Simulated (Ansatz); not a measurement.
# TiO2: the cost of one run

Computed with Ansatz 0.2.0 (DFT, PBE, plane-wave PAW, default files, scalar-relativistic, as far as a step names no other, unless a step's input says otherwise).

1 further run of the same task is left out (it didn't finish).

## (1) The structure to begin with

The structure is orthorhombic, space group Pbca (No. 61). The conventional cell has a = 5.149 Å, b = 9.194 Å, c = 5.459 Å, α = 90.00°, β = 90.00°, γ = 90.00°. Around Ti (site symmetry 1) lie 6 O at 1.87 to 2.05 Å. O (site symmetry 1) is surrounded by 3 Ti at 1.92 to 2.05 Å. O (site symmetry 1) has 3 Ti at 1.87 to 2.00 Å as nearest neighbours.

As a file:

```cif
data_structure
_symmetry_space_group_name_H-M 'P 1'
_symmetry_Int_Tables_number 1
_cell_length_a 5.1491
_cell_length_b 9.1942
_cell_length_c 5.4591
_cell_angle_alpha 90.000
_cell_angle_beta 90.000
_cell_angle_gamma 90.000
_cell_volume 258.45
loop_
_atom_site_label
_atom_site_type_symbol
_atom_site_fract_x
_atom_site_fract_y
_atom_site_fract_z
_atom_site_occupancy
Ti1 Ti 0.13791 0.37103 0.40258 1
Ti2 Ti 0.63791 0.12897 0.59742 1
Ti3 Ti 0.36209 0.62897 0.90258 1
Ti4 Ti 0.86209 0.87103 0.09742 1
Ti5 Ti 0.86209 0.62897 0.59742 1
Ti6 Ti 0.36209 0.87103 0.40258 1
Ti7 Ti 0.63791 0.37103 0.09742 1
Ti8 Ti 0.13791 0.12897 0.90258 1
O1 O 0.46471 0.26971 0.38999 1
O2 O 0.96471 0.23029 0.61001 1
O3 O 0.03529 0.73029 0.88999 1
O4 O 0.53529 0.76971 0.11001 1
O5 O 0.53529 0.73029 0.61001 1
O6 O 0.03529 0.76971 0.38999 1
O7 O 0.96471 0.26971 0.11001 1
O8 O 0.46471 0.23029 0.88999 1
O9 O 0.81663 0.01048 0.85119 1
O10 O 0.31663 0.48952 0.14881 1
O11 O 0.68337 0.98952 0.35119 1
O12 O 0.18337 0.51048 0.64881 1
O13 O 0.18337 0.98952 0.14881 1
O14 O 0.68337 0.51048 0.85119 1
O15 O 0.31663 0.01048 0.64881 1
O16 O 0.81663 0.48952 0.35119 1
```

## (2) Single point at the given positions

input.yaml

```yaml
crystal:
  lattice:
    - [5.14911908, 0.0, 0.0]
    - [0.0, 9.1942033, 0.0]
    - [0.0, 0.0, 5.45912219]
  atoms:
    - { symbol: Ti, position: [0.13791051, 0.37103051, 0.40258238] }
    - { symbol: Ti, position: [0.63791051, 0.12896949, 0.59741762] }
    - { symbol: Ti, position: [0.36208949, 0.62896949, 0.90258238] }
    - { symbol: Ti, position: [0.86208949, 0.87103051, 0.09741762] }
    - { symbol: Ti, position: [0.86208949, 0.62896949, 0.59741762] }
    - { symbol: Ti, position: [0.36208949, 0.87103051, 0.40258238] }
    - { symbol: Ti, position: [0.63791051, 0.37103051, 0.09741762] }
    - { symbol: Ti, position: [0.13791051, 0.12896949, 0.90258238] }
    - { symbol: O, position: [0.46471012, 0.26970996, 0.38999398] }
    - { symbol: O, position: [0.96471012, 0.23029004, 0.61000602] }
    - { symbol: O, position: [0.03528988, 0.73029004, 0.88999398] }
    - { symbol: O, position: [0.53528988, 0.76970996, 0.11000602] }
    - { symbol: O, position: [0.53528988, 0.73029004, 0.61000602] }
    - { symbol: O, position: [0.03528988, 0.76970996, 0.38999398] }
    - { symbol: O, position: [0.96471012, 0.26970996, 0.11000602] }
    - { symbol: O, position: [0.46471012, 0.23029004, 0.88999398] }
    - { symbol: O, position: [0.81663133, 0.01047947, 0.85118859] }
    - { symbol: O, position: [0.31663133, 0.48952053, 0.14881141] }
    - { symbol: O, position: [0.68336867, 0.98952053, 0.35118859] }
    - { symbol: O, position: [0.18336867, 0.51047947, 0.64881141] }
    - { symbol: O, position: [0.18336867, 0.98952053, 0.14881141] }
    - { symbol: O, position: [0.68336867, 0.51047947, 0.85118859] }
    - { symbol: O, position: [0.31663133, 0.01047947, 0.64881141] }
    - { symbol: O, position: [0.81663133, 0.48952053, 0.35118859] }
kpoints:
  mp_grid: { grid: [5, 3, 5] }
scf:
  occupations: { method: fermi_dirac, width: 0.02 }
hamiltonian:
  xc: pbe
  pseudopotentials: { kind: paw }
output:
  forces: true
  stress: true
  populations: true
  efg:
    quadrupole_moments_barn: { Ti: 0.247, O: -0.02558 }
    contact_densities: true
```

The run is started by

```
ansatz run input.yaml --threads 1 --pin off --max-ram 2560MiB --backend cpu --events-out ev --progress --plain --runs-dir out
```

Q: Estimate wall time and peak memory on 1 thread of an Arm CPU, shared host.

About 76 s, with a peak of 0.78 GiB.
